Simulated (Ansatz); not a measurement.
Compressing VO2: a fit and a missing row

VO2, P4_2/mnm, a = 4.482 Å, c = 3.026 Å. The compound has several low-lying forms, and this is one of them. Ansatz: PBE+U, PAW, 420 eV, Γ-centred 6×10×6 mesh on 6 atoms, Gaussian smearing 0.02 eV; U_eff V 3.25 eV; collinear spin, largest moment 0.9 μB. Shape and atoms are relaxed at each volume; pressure is positive in compression.

```
V (Å³/atom) P (GPa)
      9.218        ?
      9.522    16.63
      9.826     7.65
     10.130     0.01
     10.433    -6.48
     10.737   -11.98
```

Q: Take V0 = 10.130 Å³/atom, count pressures from its P0 = 0.01 GPa, fit the third-order Birch–Murnaghan form to the other rows, and predict the missing pressure.

A: With the Eulerian strain f = ½[(V0/V)^(2/3) − 1] and y = (P − P0)/[3f(1 + 2f)^(5/2)], the form is the line y = B0 + 1.5 B0 (B0′ − 4) f. Rows (f, y): 0.02106, 237.3; 0.01026, 235.9; -0.00973, 233.5; -0.01903, 231.4. Means f = 0.0006400, y = 234.53; Σ(Δf)² = 0.001004, ΣΔfΔy = 0.1420; the slope is their ratio. y = 234.4 + 141.4 f GPa, so B0 = 234.4 GPa and B0′ = 4 + 2 × (141.4)/(3 × 234.4) = 4.40. At V = 9.218, f = 0.03246, y = 238.99 and P = 27.25 GPa. The run gave 27.18 GPa, so the fit is 0.07 GPa too high, a small miss on the scale of the series. The form still works here, 25 % of the fitted range beyond its end.

The state reached may not be the lowest one. Moments started parallel, and an antiferromagnetic order may lie lower.